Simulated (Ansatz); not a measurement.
**Starting-point dependence of the GW gap of Al2O3 (Corundum)**

One-shot GW is not self-consistent; how far does the start matter for Al2O3 (Corundum)?

Method: G0W0 on several functionals, plane waves, PAW, in Ansatz 0.2.0.

This is a report of a sequence of runs, with most program output left out.

In doubt: masses and optical values from hybrid runs of this build are listed as unsure (step 4), which bears on the screening that GW takes from such a start.

## 1. The structure

The structure is trigonal, space group R-3c (No. 167). The conventional cell has a = 4.760 Å, b = 4.760 Å, c = 12.996 Å, α = 90.00°, β = 90.00°, γ = 120.00°. Nearest to Al lie 6 O at 1.85 to 1.97 Å. Nearest to O lie 4 Al at 1.85 to 1.97 Å. Farther neighbours and most contacts between anions are not listed.

Structure file:

```cif
data_structure
_symmetry_space_group_name_H-M 'P 1'
_symmetry_Int_Tables_number 1
_cell_length_a 5.1302
_cell_length_b 5.1302
_cell_length_c 5.1302
_cell_angle_alpha 55.287
_cell_angle_beta 55.287
_cell_angle_gamma 55.287
_cell_volume 85.02
loop_
_atom_site_label
_atom_site_type_symbol
_atom_site_fract_x
_atom_site_fract_y
_atom_site_fract_z
_atom_site_occupancy
Al1 Al 0.35216 0.35216 0.35216 1
Al2 Al 0.14784 0.14784 0.14784 1
Al3 Al 0.64784 0.64784 0.64784 1
Al4 Al 0.85216 0.85216 0.85216 1
O5 O 0.55668 0.94332 0.25000 1
O6 O 0.25000 0.55668 0.94332 1
O7 O 0.94332 0.25000 0.55668 1
O8 O 0.44332 0.05668 0.75000 1
O9 O 0.75000 0.44332 0.05668 1
O10 O 0.05668 0.75000 0.44332 1
```

The cell and positions come from the Crystallography Open Database and are kept as given unless a step says otherwise. The default PAW set here is soft_2. Its files were made with PBE.

## 2. G0W0 on PBE

Now the one-shot GW correction: screening in the RPA, then the self-energy of the levels asked for.

This step: G0W0 on PBE, plane waves, PAW.

Input file input.yaml:

```yaml
crystal:
  lattice:
    - [2.38025, 1.3742379782, 4.3318666667]
    - [-2.38025, 1.3742379782, 4.3318666667]
    - [0.0, -2.7484759565, 4.3318666667]
  atoms:
    - { symbol: Al, position: [0.35216, 0.35216, 0.35216] }
    - { symbol: Al, position: [0.14784, 0.14784, 0.14784] }
    - { symbol: Al, position: [0.64784, 0.64784, 0.64784] }
    - { symbol: Al, position: [0.85216, 0.85216, 0.85216] }
    - { symbol: O, position: [0.55668, 0.94332, 0.25] }
    - { symbol: O, position: [0.25, 0.55668, 0.94332] }
    - { symbol: O, position: [0.94332, 0.25, 0.55668] }
    - { symbol: O, position: [0.44332, 0.05668, 0.75] }
    - { symbol: O, position: [0.75, 0.44332, 0.05668] }
    - { symbol: O, position: [0.05668, 0.75, 0.44332] }
kpoints:
  mp_grid: { grid: [4, 4, 4] }
hamiltonian:
  xc: pbe
scf:
  occupations: { method: fixed }
gw:
  n_empty_bands: 466
  ecut_chi: 180.0
  qp_bands: [v3, c3]
  qp_kpoints: band_edges
  screening: { model: contour_deformation }
```

Run with:

```bash
ansatz run input.yaml --threads 3 --pin off --max-ram 92160MiB --backend cuda --events-out ev --progress --plain --runs-dir out --devices 1 --max-vram 13GiB  # rebuilt from the run's record
```

Wall time 29 s (1 × NVIDIA H100 80GB HBM3 (shared by 6 runs) with 3 threads of AMD EPYC 7R13 (Zen 3), shared host); peak memory 1.7 GiB.

This step gave:

* bands summed: 490
* RPA ε∞ on this mesh (eigenvalues): 3.058, 3.089, 3.089
* plane waves in the screening matrix: 465
* q-points in the mesh: 64
* G0W0 gap on the mesh: 8.971 eV
* k of the valence top: 0, 0, 0
* k of the conduction bottom: 0, 0, 0
* starting gap on the mesh: 6.217 eV
* Z at the valence top: 0.8065
* Z at the conduction bottom: 0.8496
* least direct G0W0 gap on the computed points: 8.971 eV

The gap on the mesh goes from 6.22 eV to 8.97 eV, a correction of +2.75 eV. Between the two edge states, bare exchange in place of the xc potential would open the gap by 10.78 eV, and correlation takes back 8.02 eV.

## 3. G0W0 on r2SCAN

The same correction from a different start measures what one shot leaves open.

This step: G0W0 on r2SCAN, plane waves, PAW.

input.yaml, as its differences from that of step 2:

```diff
@@ -19,3 +19,3 @@
 hamiltonian:
-  xc: pbe
+  xc: r2scan
 scf:
```

The job ended after 20 s (1 × NVIDIA H100 80GB HBM3 (shared by 6 runs) with 3 threads; peak memory 1.9 GiB; 32 s of CPU time).

This step gave:

```yaml
bands_summed: 490
rpa_eps_infinity_on_this_mesh_eigenvalues: 2.814, 2.842, 2.842
plane_waves_in_the_screening_matrix: 465
q_points_in_the_mesh: 64
g0w0_gap_on_the_mesh: 9.422 eV
k_of_the_valence_top: 0, 0, 0
k_of_the_conduction_bottom: 0, 0, 0
starting_gap_on_the_mesh: 7.114 eV
z_at_the_valence_top: 0.8203
z_at_the_conduction_bottom: 0.8613
least_direct_g0w0_gap_on_the_computed_points: 9.422 eV
```

Against the run with 4×4×4 mesh, 466 empty bands, screening to 180 eV on PBE, the gap moves by +0.45 eV, while the start moved by +0.90 eV.

## 4. G0W0 on HSE06

This step: G0W0 on HSE06, plane waves, PAW.

input.yaml, as its differences from that of step 3:

```diff
@@ -19,3 +19,3 @@
 hamiltonian:
-  xc: r2scan
+  xc: hse06
 scf:
```

Run time: 58 s. Hardware: 1 × NVIDIA H100 80GB HBM3 (shared by 6 runs) with 3 threads; peak memory 2 GiB; 80 s of CPU time.

Numbers from this step:

```
bands summed                                 : 490
RPA ε∞ on this mesh (eigenvalues)            : 2.694, 2.715, 2.715
plane waves in the screening matrix          : 465
G0W0 gap on the mesh                         : 9.774 eV
k of the valence top                         : 0, 0, 0
k of the conduction bottom                   : 0, 0, 0
starting gap on the mesh                     : 8.080 eV
least direct G0W0 gap on the computed points : 9.774 eV
```

Against the run with 4×4×4 mesh, 466 empty bands, screening to 180 eV on r2SCAN, the gap moves by +0.35 eV, while the start moved by +0.97 eV.

## 5. The starts together

All on the 4×4×4 mesh with 466 empty bands and screening to 180 eV. Times are wall times on 1 × NVIDIA H100 80GB HBM3 (shared by 6 runs) with 3 threads of AMD EPYC 7R13 (Zen 3), shared host, good to a factor of about two.

| start | starting gap (eV) | shift (eV) | G0W0 gap (eV) | RPA ε∞ (harmonic mean) | Z (valence, conduction) | time |
| --- | --- | --- | --- | --- | --- | --- |
| PBE | 6.22 | +2.75 | 8.97 | 3.08 | 0.81, 0.85 | 29 s |
| r2SCAN | 7.11 | +2.31 | 9.42 | 2.83 | 0.82, 0.86 | 20 s |
| HSE06 | 8.08 | +1.69 | 9.77 | 2.71 | 0.83, 0.87 | 58 s |

How the two edges are built up, in eV (the quasiparticle level is the starting level plus Σx plus Σc less Vxc):

| run | edge | start | Σx | Σc | Vxc | Z | QP |
| --- | --- | --- | --- | --- | --- | --- | --- |
| PBE | valence top | 7.75 | -26.91 | 4.05 | -21.39 | 0.81 | 6.27 |
| PBE | conduction bottom | 13.97 | -11.38 | -3.97 | -16.63 | 0.85 | 15.24 |
| r2SCAN | valence top | 7.35 | -26.97 | 3.85 | -21.87 | 0.82 | 6.11 |
| r2SCAN | conduction bottom | 14.46 | -10.95 | -3.86 | -15.89 | 0.86 | 15.53 |
| HSE06 | valence top | 6.47 | -26.95 | 3.62 | -22.65 | 0.83 | 5.79 |
| HSE06 | conduction bottom | 14.55 | -10.94 | -3.80 | -15.75 | 0.87 | 15.57 |

For a hybrid start, Vxc holds its share of exact exchange.

## 6. What came out

| Quantity | Value |
| --- | --- |
| G0W0@PBE | 8.97 eV (start 6.22 eV) |
| G0W0@r2SCAN | 9.42 eV (start 7.11 eV) |
| G0W0@HSE06 | 9.77 eV (start 8.08 eV) |
| known limits | not at the basis limit |

What this shows: The starting gaps span 1.86 eV and the G0W0 gaps 0.80 eV. Between PBE and HSE06, 0.80 eV of the 1.86 eV survives, 43 %. HSE06 screens less than PBE (ε∞ 2.71 against 3.08). Of the 0.80 eV by which its G0W0 gap is higher, the correlation part gives +0.60 eV, and exchange with the one-particle terms, which follow the orbitals, +0.20 eV. The smallest correction, +1.69 eV, is on HSE06, the start nearest to reproducing itself. Bands and cutoff are finite, so the gap is not at the basis limit. The miss can reach some tenths of an eV and take either sign; the mesh is an error of its own.

[Paths, hosts, dates, memory and timing lines, banners, echoed tables and standing remarks are left out of the program output.]

[Logs are printed without paths, hosts, clocks, repeated set-up lines and the standing remarks that a program may print on its own settings, such as how far it seeks lower states.]

[Runs of the session that timed out or met a known fault of the program may be left out.]

[Cells called generated may have been cut or substituted from an entry of the Crystallography Open Database or the Materials Project.]

[Hosts, paths, dates, database ids (printed as entryN), source tags and the programs' standing remarks are cut or masked in the printed files.]
